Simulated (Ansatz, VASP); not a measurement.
# One calculation of Si (a cell with a defect), two programs

```
Si
1.0
     0.00000    5.43000    5.43000
     5.43000    0.00000    5.43000
     5.43000    5.43000    0.00000
Si
17
Direct
  0.99857 0.00041 0.00055
  0.12813 0.12155 0.12217
  0.00257 0.99262 0.50249
  0.12820 0.12166 0.62822
  0.00222 0.50190 0.99386
  0.12810 0.62809 0.12209
  0.00245 0.50208 0.50238
  0.12578 0.62420 0.62537
  0.50046 0.00034 0.00045
  0.62488 0.12511 0.12495
  0.50053 0.00038 0.49864
  0.62228 0.12147 0.62812
  0.50043 0.49879 0.00041
  0.62202 0.62806 0.12183
  0.49428 0.50179 0.50203
  0.62219 0.62808 0.62810
  0.87572 0.37426 0.37534
```

Alike in both runs: functional PBE; k mesh 2 × 2 × 2; occupations fermi-dirac, width 0.05 eV; no spin polarisation.

Ansatz relaxed the structure, and its values are those at the end. VASP's run is a single point on that final structure, the one shown.

```csv
,VASP,Ansatz
version,VASP 6.6.1,Ansatz 0.2.0
potentials or method,"VASP PAW PBE potentials, release 64 (Si)","scalar-relativistic, plane waves, PAW"
plane-wave cutoff (eV),520,420
valence electrons in the cell,68,68
```

```csv
,VASP,Ansatz,Ansatz less VASP
rms of the force components (eV/Å),0.009,0.009,+0.0001
```

The functional is the same, so the differences come from potentials, cutoffs and numerics.

Caveats: the k mesh is coarse (spacing up to 0.50 Å⁻¹), so the values aren't converged.
